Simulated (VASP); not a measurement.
# HfN (Fm-3m) in VASP: notebook

The runs below take HfN through single point, relaxation of cell and atoms, with PBE, LDA, PBEsol, PBE+D3(BJ).

Everything below comes from runs of VASP 6.6.1. Logs are shortened: lines on timing, memory, paths and dates and some standing lists are left out, and cuts for length are marked.

### Step 1. Starting point

Symmetry: Fm-3m, No. 225, cubic system. Conventional cell: a = 4.512 Å, b = 4.512 Å, c = 4.512 Å, α = 90.00°, β = 90.00°, γ = 90.00°. Hf (site symmetry m-3m) is surrounded by 6 N at 2.26 Å. N (site symmetry m-3m) has 6 Hf at 2.26 Å as nearest neighbours.

### Step 2. Single point, PBE

INCAR reads:

```
SYSTEM = HfN
  PREC = Accurate
  ENCUT = 520
  EDIFF = 1E-6
  ISMEAR = 0
  SIGMA = 0.022
  LREAL = .False.
  LASPH = .True.
  NELM = 60
  ALGO = Normal
  ISIF = 2
  LWAVE = .False.
  LCHARG = .False.
  GGA = PE
```

KPOINTS reads:

```
Automatic mesh
0
Gamma
  10 10 10
  0 0 0
```

POSCAR reads:

```
HfN
1.0
    0.0000000000      2.2560000000      2.2560000000
    2.2560000000      0.0000000000      2.2560000000
    2.2560000000      2.2560000000      0.0000000000
Hf N
1 1
Direct
    0.0000000000      0.0000000000      0.0000000000
    0.5000000000      0.5000000000      0.5000000000
```

Potentials or basis: VASP PAW PBE potentials, release 64 (Hf_pv, N).

On the command line:

```
cat potpaw_PBE.64/Hf_pv/POTCAR potpaw_PBE.64/N/POTCAR > POTCAR
mpirun -np 1 vasp_std > vasp.out
```

OUTCAR:

```text
SYSTEM = HfN
   PREC = Accurate
   ENCUT = 520
   EDIFF = 1E-6
   ISMEAR = 0
   LREAL = .False.
   LASPH = .True.
   NELM = 60
   ISIF = 2
   GGA = PE

 ion  position               nearest neighbor table
   1  0.000  0.000  0.000-   2 2.26   2 2.26   2 2.26   2 2.26   2 2.26   2 2.26
   2  0.500  0.500  0.500-   1 2.26   1 2.26   1 2.26   1 2.26   1 2.26   1 2.26

  LATTYP: Found a face centered cubic cell.
 ALAT       =     4.5120000000

  Lattice vectors:

 A1 = (   0.0000000000,   2.2560000000,   2.2560000000)
 A2 = (   2.2560000000,   0.0000000000,   2.2560000000)
 A3 = (   2.2560000000,   2.2560000000,   0.0000000000)

Analysis of symmetry for initial positions (statically):
=====================================================================
 Subroutine PRICEL returns:
 Original cell was already a primitive cell.

 Routine SETGRP: Setting up the symmetry group for a
 face centered cubic supercell.

 Subroutine GETGRP returns: Found 48 space group operations
 (whereof 48 operations were pure point group operations)
 out of a pool of 48 trial point group operations.

The static configuration has the point symmetry O_h .

Analysis of symmetry for dynamics (positions and initial velocities):
=====================================================================
 Subroutine PRICEL returns:
 Original cell was already a primitive cell.

 Routine SETGRP: Setting up the symmetry group for a
 face centered cubic supercell.

 Subroutine GETGRP returns: Found 48 space group operations
 (whereof 48 operations were pure point group operations)
 out of a pool of 48 trial point group operations.

The dynamic configuration has the point symmetry O_h .

 Subroutine INISYM returns: Found 48 space group operations
 (whereof 48 operations are pure point group operations),
 and found     1 'primitive' translations

----------------------------------------------------------------------------------------

                                     Primitive cell

  volume of cell :      22.9640

  direct lattice vectors                    reciprocal lattice vectors
     0.000000000  2.256000000  2.256000000    -0.221631206  0.221631206  0.221631206
     2.256000000  0.000000000  2.256000000     0.221631206 -0.221631206  0.221631206
     2.256000000  2.256000000  0.000000000     0.221631206  0.221631206 -0.221631206

  length of vectors
     3.190465797  3.190465797  3.190465797     0.383876509  0.383876509  0.383876509

  position of ions in fractional coordinates (direct lattice)
     0.000000000  0.000000000  0.000000000
     0.500000000  0.500000000  0.500000000

  ion indices of the primitive-cell ions
   primitive index   ion index
                 1           1
                 2           2

----------------------------------------------------------------------------------------

 KPOINTS: Automatic mesh

Automatic generation of k-mesh.
 Grid dimensions read from file:
 generate k-points for:   10   10   10

 Generating k-lattice:

  Cartesian coordinates                     Fractional coordinates (reciprocal lattice)
    -0.022163121  0.022163121  0.022163121     0.100000000  0.000000000  0.000000000
     0.022163121 -0.022163121  0.022163121     0.000000000  0.100000000  0.000000000
     0.022163121  0.022163121 -0.022163121     0.000000000  0.000000000  0.100000000

  Length of vectors
     0.038387651  0.038387651  0.038387651

  Shift w.r.t. Gamma in fractional coordinates (k-lattice)
     0.000000000  0.000000000  0.000000000

 Subroutine IBZKPT returns following result:
 ===========================================

 Found     47 irreducible k-points:

 Following reciprocal coordinates:
            Coordinates               Weight
  0.000000  0.000000  0.000000      1.000000
  0.100000  0.000000  0.000000      8.000000
  0.200000  0.000000  0.000000      8.000000
  0.300000  0.000000  0.000000      8.000000
  0.400000  0.000000  0.000000      8.000000
  0.500000  0.000000  0.000000      4.000000
[... 16 lines left out ...]
  0.300000  0.300000  0.000000      6.000000
  0.400000  0.300000  0.000000     24.000000
 [... further k-points ...]
   k-points           NKPTS =     47   k-points in BZ     NKDIM =     47   number of bands    NBANDS=     11
   number of dos      NEDOS =    301   number of ions     NIONS =      2
   total plane-waves  NPLWV =  13824
   dimension x,y,z NGX =    24 NGY =   24 NGZ =   24
   dimension x,y,z NGXF=    48 NGYF=   48 NGZF=   48
   ions per type =               1   1
   NGX,Y,Z   is equivalent  to a cutoff of  12.51, 12.51, 12.51 a.u.
   NGXF,Y,Z  is equivalent  to a cutoff of  25.01, 25.01, 25.01 a.u.
 SYSTEM =  HfN
   PREC   = accura    normal or accurate (medium, high low for compatibility)
   ISTART =      0    job   : 0-new  1-cont  2-samecut
   ICHARG =      2    charge: 1-file 2-atom 10-const
   ISPIN  =      1    spin polarized calculation?
   LNONCOLLINEAR =      F non collinear calculations
   LSORBIT =      F    spin-orbit coupling
   LASPH  =      T    aspherical Exc in radial PAW
   ENCUT  =  520.0 eV  38.22 Ry    6.18 a.u.   5.93  5.93  5.93*2*pi/ulx,y,z
   NELM   =     60;   NELMIN=  2; NELMDL= -5     # of ELM steps
   EDIFF  = 0.1E-05   stopping-criterion for ELM
   LREAL  =      F    real-space projection
   EDIFFG = 0.1E-04   stopping-criterion for IOM
   NSW    =      0    number of steps for IOM
   IBRION =     -1    ionic relax: 0-MD 1-quasi-New 2-CG
   NFREE  =      0    steps in history (QN), initial steepest desc. (CG)
   ISIF   =      2    stress and relaxation
   ISYM   =      2    0-nonsym 1-usesym 2-fastsym
   POTIM  = 0.5000    time-step for ionic-motion
   TEBEG  =    0.0;   TEEND  =   0.0 temperature during run
   PSTRESS=    0.0 pullay stress
   NELECT =      15.0000    total number of electrons
   NUPDOWN=      -1.0000    fix difference up-down
   EMIN   =  10.00;   EMAX   =-10.00  energy-range for DOS
   EFERMI =   0.00;   METHOD = LEGACY
   ISMEAR =     0;   SIGMA  =   0.02  broadening in eV -4-tet -1-fermi 0-gaus
   EFERMI_NEDOS =   21; number of points for ismear=-14 and -15
   IALGO  =     38    algorithm
   IMIX   =      4    mixing-type and parameters
     AMIX     =   0.40;   BMIX     =  1.00
     AMIX_MAG =   1.60;   BMIX_MAG =  1.00
  volume/ion in A,a.u.               =      11.48        77.48
  Fermi-wavevector in a.u.,A,eV,Ry     =   1.420440  2.684242 27.451783  2.017649
  Thomas-Fermi vector in A             =   2.541355
   LORBIT       =      0    0 simple, 1 ext, 2 COOP (PROOUT), +10 PAW based schemes
   GGA     = PE    functional components
   LHFCALC =     F    Hartree Fock is set to
   AEXX    =    0.0000 exact exchange contribution
   IVDW    =     0    specifies the selected vdW correction
   LEPSILON=     F    determine dielectric tensor
   LRPA    =     F    only Hartree local field effects (RPA)
 non-spin polarized calculation
 Gauss-broadening in eV      SIGMA  =   0.02
  energy-cutoff  :      520.00
  volume of cell :       22.96
 maximum number of plane-waves:       636
   NGX = 11   NGY = 11   NGZ = 11

 number of electron      15.0000001 magnetization

 Free energy of the ion-electron system (eV)
  ---------------------------------------------------
  ext. energy  EPLUGINS =         0.00000000
  ---------------------------------------------------
  free energy    TOTEN  =       -21.74528636 eV

  energy without entropy =      -21.74517931  energy(sigma->0) =      -21.74523283

 E-fermi :   8.4560     XC(G=0): -12.7533

 val. band max:        8.4151638222   @ k =  -0.4000   0.3000   0.0000
 cond. band min:       8.4704906926   @ k =  -0.1000   0.1000   0.0000
 fundamental gap:      0.0553268704
 Fermi energy:         8.4559605027

 k-point     1 :       0.0000    0.0000    0.0000
  band No.  band energies     occupation
      1     -22.7100      2.00000
      2     -22.7100      2.00000
      3     -22.7100      2.00000
      4      -9.1188      2.00000
      5       5.3806      2.00000
      6       5.3806      2.00000
      7       5.3806      2.00000
      8       8.0745      2.00000
      9       8.0745      2.00000
     10       8.0745      2.00000
     11      10.2530      0.00000

 k-point     2 :       0.1000    0.0000    0.0000
  band No.  band energies     occupation
      1     -22.8120      2.00000
      2     -22.7185      2.00000
      3     -22.7185      2.00000
      4      -8.8891      2.00000
      5       4.4604      2.00000
      6       4.8375      2.00000
      7       4.8375      2.00000
      8       8.2998      2.00000
      9       8.4014      1.99955
     10       8.4014      1.99955
     11      10.9539      0.00000

 k-point     3 :       0.2000    0.0000    0.0000
  band No.  band energies     occupation
      1     -23.0686      2.00000
      2     -22.7405      2.00000
      3     -22.7405      2.00000
      4      -8.2720      2.00000
      5       2.7877      2.00000
      6       3.8430      2.00000
      7       3.8430      2.00000
      8       8.6842      0.00000
      9       9.2190      0.00000
     10       9.2190      0.00000
     11      12.4044      0.00000

 k-point     4 :       0.3000    0.0000    0.0000
  band No.  band energies     occupation
      1     -23.3674      2.00000
      2     -22.7676      2.00000
      3     -22.7676      2.00000
      4      -7.4537      2.00000
      5       1.1830      2.00000
      6       2.9706      2.00000
      7       2.9706      2.00000
      8       9.4138      0.00000
      9      10.3783      0.00000
     10      10.3783      0.00000
     11      13.6397      0.00000

 k-point     5 :       0.4000    0.0000    0.0000
  band No.  band energies     occupation
      1     -23.5963      2.00000
      2     -22.7892      2.00000
      3     -22.7892      2.00000
      4      -6.7020      2.00000
      5      -0.0199      2.00000
      6       2.4062      2.00000
      7       2.4062      2.00000
      8      10.6033      0.00000
      9      11.5777      0.00000
     10      11.5777      0.00000
     11      13.7080      0.00000
[... 211 lines left out ...]
 k-point    21 :      -0.3000    0.2000    0.0000
  band No.  band energies     occupation
      1     -23.4481      2.00000
      2     -23.0296      2.00000
      3     -22.7990      2.00000
      4      -6.9831      2.00000
      5       0.5728      2.00000
      6       2.4916      2.00000
      7       3.0009      2.00000
      8      10.1493      0.00000
      9      10.7642      0.00000
     10      11.7101      0.00000
     11      13.1929      0.00000

 k-point    22 :      -0.2000    0.2000    0.0000
  band No.  band energies     occupation
      1     -23.3131      2.00000
      2     -22.9510      2.00000
      3     -22.7568      2.00000
      4      -7.3994      2.00000
      5       1.1229      2.00000
      6       2.7133      2.00000
      7       3.4438      2.00000
      8       9.4958      0.00000
      9       9.7778      0.00000
     10      11.7164      0.00000
     11      12.1235      0.00000

 k-point    23 :       0.3000    0.3000    0.0000
  band No.  band energies     occupation
      1     -23.2827      2.00000
      2     -22.9154      2.00000
      3     -22.9154      2.00000
      4      -7.8282      2.00000
      5       1.5864      2.00000
      6       4.5384      2.00000
      7       4.5384      2.00000
      8       5.4986      2.00000
      9      11.6914      0.00000
     10      12.2028      0.00000
     11      12.5351      0.00000

 k-point    24 :       0.4000    0.3000    0.0000
  band No.  band energies     occupation
      1     -23.3925      2.00000
      2     -22.9771      2.00000
      3     -22.9477      2.00000
      4      -7.7186      2.00000
      5       1.8031      2.00000
      6       3.7944      2.00000
      7       4.2783      2.00000
      8       5.9383      2.00000
      9      12.5285      0.00000
     10      13.0210      0.00000
     11      13.2199      0.00000

 [... further k-points ...]

------------------------ aborting loop because EDIFF is reached ----------------------------------------

  FORCE on cell =-STRESS in cart. coord.  units (eV):
  Direction    XX          YY          ZZ          XY          YZ          ZX
  --------------------------------------------------------------------------------------
  -------------------------------------------------------------------------------------
  Total        0.6008739      0.6008739      0.6008739     -0.0000000      0.0000000      0.0000000
  in kB       41.9224517     41.9224517     41.9224517     -0.0000000      0.0000000      0.0000000
  external PRESSURE =      41.9224517 kB  Pullay stress =       0.0000000 kB

 VOLUME and BASIS-vectors are now :
 -----------------------------------------------------------------------------
  energy-cutoff  :      520.00
  volume of cell :       22.96
      direct lattice vectors                 reciprocal lattice vectors
     0.000000000  2.256000000  2.256000000    -0.221631206  0.221631206  0.221631206
     2.256000000  0.000000000  2.256000000     0.221631206 -0.221631206  0.221631206
     2.256000000  2.256000000  0.000000000     0.221631206  0.221631206 -0.221631206

 POSITION                                       TOTAL-FORCE (eV/Angst)
 -----------------------------------------------------------------------------------
      0.00000      0.00000      0.00000        -0.000000     -0.000000     -0.000000
      2.25600      2.25600      2.25600         0.000000      0.000000      0.000000
 -----------------------------------------------------------------------------------
    total drift:                                0.000000     -0.000000     -0.000000

  FREE ENERGIE OF THE ION-ELECTRON SYSTEM (eV)
  ---------------------------------------------------
  free  energy   TOTEN  =       -21.7452863580 eV

  energy  without entropy=      -21.7451793081  energy(sigma->0) =      -21.74523283
```

It took 4.2 s on 1 thread of Intel Xeon 6975P-C (Granite Rapids), shared host; peak memory 0.14 GiB.

Results:

| Item | Value |
| --- | --- |
| Free energy | -21.7453 eV |
| Pressure | 4.2 GPa |
| Band gap on the k mesh | none (metal or under the smearing width) |

The run has no spin-orbit coupling, so splittings on Hf are missing.

### Step 3. Relaxation of cell and atoms, LDA

INCAR reads:

```
PREC     = Accurate       # precision mode
ENCUT    = 600            # plane-wave cutoff, eV
EDIFF    = 1E-6           # SCF threshold, eV
ISMEAR   = -1             # smearing method
SIGMA    = 0.05           # smearing width, eV
LREAL    = F              # projectors in reciprocal space
LASPH    = T              # aspherical terms in the spheres
NELM     = 80             # most SCF steps
ALGO     = Normal         # electronic algorithm
ISIF     = 3              # what is computed and relaxed
LWAVE    = F              # write WAVECAR
LCHARG   = F              # write CHGCAR
GGA      = CA             # functional
IBRION   = 2              # ionic algorithm
NSW      = 60             # ionic steps
EDIFFG   = -0.005         # ionic threshold
```

KPOINTS reads:

```
Automatic mesh
0
Gamma
  8 8 8
```

POSCAR is that of step 2.

Potentials or basis: VASP PAW LDA potentials, release 64 (Hf_pv, N).

On the command line:

```
cat potpaw_LDA.64/Hf_pv/POTCAR potpaw_LDA.64/N/POTCAR > POTCAR
mpirun -np 1 vasp_std > vasp.out
```

Wall time 16 s (1 thread of Intel Xeon Platinum 8559C (Emerald Rapids), shared host); peak memory 0.16 GiB.

It converged, with:

| Quantity | Value |
| --- | --- |
| Free energy | -23.8564 eV |
| Relaxed volume | 11.11 Å³/atom |
| Relaxed cell | a = 3.156 Å, b = 3.156 Å, c = 3.156 Å, α = 60.00°, β = 60.00°, γ = 60.00° |
| Space group after relaxing (to 0.05 Å) | Fm-3m (No. 225) |
| Energy gained by relaxing | 11.1 meV/atom |
| Ionic steps | 4 |
| Pressure after relaxing | 0.0 GPa |
| Band gap on the k mesh | none (metal or under the smearing width) |

The path:
```
step  energy change (eV)  largest force (eV/Å)  pressure (GPa)  volume (Å³)
   1              0.0000                0.0000           -9.35        22.96
   2              0.0753                0.0000           23.38        20.81
   3             -0.0222                0.0000           -0.23        22.24
   4             -0.0222                0.0000           -0.02        22.23
```

Final structure:
```xyz
2
Lattice="0.0000 2.2316 2.2316 2.2316 0.0000 2.2316 2.2316 2.2316 0.0000" Properties=species:S:1:pos:R:3 pbc="T T T"
Hf    2.2316    0.0000    2.2316
N     2.2316    2.2316    2.2316
```

Levels at points of the mesh, in eV from the Fermi level:
| k point | band 6 | band 7 | band 8 | band 9 | band 10 | band 11 |
| --- | --- | --- | --- | --- | --- | --- |
| (0.00, 0.00, 0.00) | -2.97 | -2.97 | -0.41 | -0.41 | -0.41 | 2.00 |
| (0.50, 0.00, 0.00) | -6.32 | -6.32 | 3.46 | 3.86 | 3.86 | 4.76 |
| (0.50, 0.50, 0.00) | -3.98 | -3.60 | -3.60 | 4.25 | 5.78 | 5.78 |

The run has no spin-orbit coupling, so splittings on Hf are missing. Zero-point motion and thermal expansion aren't in these numbers.

### Step 4. Relaxation of cell and atoms, PBEsol

INCAR reads:

```
ALGO     = Fast           # electronic algorithm
EDIFF    = 1E-6           # SCF threshold, eV
EDIFFG   = -0.02          # ionic threshold
ENCUT    = 600            # plane-wave cutoff, eV
GGA      = PS             # functional
IBRION   = 2              # ionic algorithm
ISIF     = 3              # what is computed and relaxed
ISMEAR   = -1             # smearing method
LASPH    = True           # aspherical terms in the spheres
LCHARG   = False          # write CHGCAR
LREAL    = False          # projectors in reciprocal space
LWAVE    = False          # write WAVECAR
NELM     = 100            # most SCF steps
NSW      = 60             # ionic steps
PREC     = Accurate       # precision mode
SIGMA    = 0.05           # smearing width, eV
```

KPOINTS reads:

```
k-points
0
Gamma
  8 8 8
```

POSCAR is that of step 3.

Potentials or basis: VASP PAW PBE potentials, release 64 (Hf_pv, N).

On the command line:

```
cat potpaw_PBE.64/Hf_pv/POTCAR potpaw_PBE.64/N/POTCAR > POTCAR
mpirun -np 1 vasp_std > vasp.out
```

Run time: 22 s. Hardware: 1 thread of Intel Xeon Platinum 8488C (Sapphire Rapids), shared host; peak memory 0.16 GiB.

It converged, with:

```yaml
Free_energy: -22.9824 eV
Relaxed_volume: 11.32 Å³/atom
Relaxed_cell: a = 3.176 Å, b = 3.176 Å, c = 3.176 Å, α = 60.00°, β = 60.00°, γ = 60.00°
Space_group_after_relaxing_to_0.05_Å: Fm-3m (No. 225)
Energy_gained_by_relaxing: 2.0 meV/atom
Ionic_steps: 3
Pressure_after_relaxing: 0.0 GPa
Band_gap_on_the_k_mesh: none (metal or under the smearing width)
```

The path:
| step | energy change (eV) | largest force (eV/Å) | pressure (GPa) | volume (Å³) |
| --- | --- | --- | --- | --- |
| 1 | 0.0000 | 0.0000 | -3.97 | 22.96 |
| 2 | 0.0119 | 0.0000 | 8.51 | 22.03 |
| 3 | -0.0040 | 0.0000 | -0.03 | 22.65 |

Final structure:
```
CELL_PARAMETERS angstrom
0.00000 2.24556 2.24556
2.24556 0.00000 2.24556
2.24556 2.24556 0.00000
ATOMIC_POSITIONS crystal
Hf 0.00000 0.00000 0.00000
N 0.50000 0.50000 0.50000
```

Levels at points of the mesh, in eV from the Fermi level:
```tsv
k point	band 4	band 5	band 6	band 7	band 8	band 9	band 10	band 11
(0.00, 0.00, 0.00)	-17.52	-2.98	-2.98	-2.98	-0.37	-0.37	-0.37	2.00
(0.50, 0.00, 0.00)	-14.64	-8.99	-6.25	-6.25	3.39	3.81	3.81	4.52
(0.50, 0.50, 0.00)	-16.40	-5.36	-3.91	-3.64	-3.64	4.20	5.70	5.84
```

Caveat: the PAW data sets were made with another functional, which shifts forces and pressure a little.

[end of part 1 of 2]
